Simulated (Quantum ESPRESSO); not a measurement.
# Ge under changes of volume

One of the cells (22.833 Å³/atom); the others are scaled copies at fixed shape and fractional positions:

```
Ge
1.0
     3.99759    0.00000    0.00000
    -1.99879    3.46201    0.00000
     0.00000    0.00000    6.59938
Ge
4
Direct
  0.33333 0.66667 0.93710
  0.66667 0.33333 0.43710
  0.33333 0.66667 0.56290
  0.66667 0.33333 0.06290
```

This isn't the form of Ge at room conditions, which is diamond.

* Program: Quantum ESPRESSO 7.5
* Functional: r2SCAN
* Potentials or basis: SG15 PBE 1.2
* Cutoff: 952 eV
* Density cutoff: 3810 eV
* k mesh: 3 × 3 × 2
* Occupations: fermi-dirac, width 0.05 eV
* Spin: no spin polarisation

```tsv
volume (Å³/atom)	energy over the lowest point (meV/atom)	pressure (GPa)
21.463	14.31	3.2
21.920	7.69	1.9
22.377	?	?
22.833	0.00	0.1
23.290	1.15	-1.1
23.747	5.80	-2.3
24.203	13.62	-3.3
```

Problem. What does the run at 22.377 Å³/atom give?

Solution. Energy over the lowest point 2.72 meV/atom; pressure 1.3 GPa.

Worked out: A Birch-Murnaghan fit of order 3 (a polynomial in V^(-2/3)) to the other rows has its minimum at 22.94 Å³/atom with B0 = V·E''(V) = 57 GPa (rough, since the energies scatter) at fixed shape and positions, which overstates the stiffness. It gives 2.55 meV/atom at 22.377 Å³/atom, against the run's 2.72, and -dE/dV = 1.3 GPa, against 1.3.

Energies are extrapolated to zero smearing.

Caveats: all runs use coarse meshes; the potentials were made for another functional, which shifts forces and pressure.
